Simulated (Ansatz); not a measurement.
ZnS: a bulk modulus from differences

It was relaxed at this level from a cell as deposited in COD.

The calculation used Ansatz 0.2.0, DFT PBE, scalar-relativistic, plane waves, PAW. Settings of the last relaxation (4-atom cell): 420 eV, 12×12×6 k points, Gaussian smearing of 0.02 eV, no spin polarisation.

```xyz
4
Lattice="3.8457 0.0000 0.0000 -1.9229 3.3305 0.0000 0.0000 0.0000 6.3042" Properties=species:S:1:pos:R:3 pbc="T T T"
Zn    0.0000    2.2203    0.0328
Zn    1.9229    1.1102    3.1849
S     0.0000    2.2203    2.3943
S     1.9229    1.1102    5.5465
```

The cell was set to several volumes, with shape and atoms relaxed at each where symmetry leaves them free. Pressure is positive in compression, and energies count from the lowest row.

```tsv
row	V (Å³/atom)	P (GPa)	ΔE (meV/atom)	gap on mesh (eV)
1	17.764	11.71	78.8	2.65
2	18.370	?	?	?
3	18.975	4.89	17.5	2.35
4	19.581	2.25	4.1	2.22
5	20.187	-0.01	0.0	2.08
6	20.792	-1.92	3.7	1.95
7	21.398	-3.55	14.2	1.83
8	22.205	-5.34	36.7	1.67
```

Question: Find B = −V·ΔP/ΔV from rows 4 and 6 and from rows 1 and 3, and from the two its slope B′ and its value B0 at zero pressure.

Answer: Rows 4 and 6 give −(19.581 + 20.792)/2 × (-1.92 − (2.25))/(20.792 − 19.581) = 69.5 GPa at a mean pressure of 0.17 GPa. Rows 1 and 3 give −(17.764 + 18.975)/2 × (4.89 − (11.71))/(18.975 − 17.764) = 103.5 GPa at a mean pressure of 8.30 GPa. So B′ = (103.5 − 69.5)/(8.30 − (0.17)) = 4.18 and B0 = 69.5 − 4.18 × (0.17) = 68.8 GPa. A third-order Birch–Murnaghan fit to all the energies gives B0 = 69.1 GPa and B′ = 4.4.

Question: Estimate the pressure and energy of row 2.

Answer: From row 5, V0 = 20.187 × (1 + (-0.01)/68.8) = 20.184 Å³/atom. Murnaghan's form P = (B0/B′)·[(V0/V)^B′ − 1] gives (68.8/4.18) × [(20.184/18.370)^4.18 − 1] = 7.94 GPa; the computed pressure is 8.02 GPa, so the estimate is off by -0.08 GPa. The work of compression from row 3, with the mean of the two pressures, gives ΔE = 17.5 + (7.94 + 4.89)/2 × (18.975 − 18.370)/160.2 × 1000 = 41.7 meV/atom (1 eV/Å³ = 160.2 GPa); the computed value is 41.7 meV/atom.

Question: Fit the gap against pressure through the other rows and estimate it at the computed pressure of row 2.

Answer: Over the 7 rows the mean pressure is 1.1471 GPa and the mean gap is 2.107 eV. The sums of products of deviations are S_xx = 201.7 and S_xy = 11.42, so the slope is 11.42/201.7 = 0.05662 (r = 0.99, rms misfit 0.04 eV). At 8.02 GPa the line gives 2.107 + (0.05662) × (8.02 − 1.1471) = 2.50 eV. The computed value is 2.49 eV, so the line is off by +0.01 eV, less than the largest miss among the fitted rows (0.07 eV).

Kohn–Sham gaps at this level usually fall short of measured ones. All volumes keep the k mesh of the relaxed cell. A later test with randomly moved atoms came back to the same energy, though modes that don't fit the test's cell weren't probed.
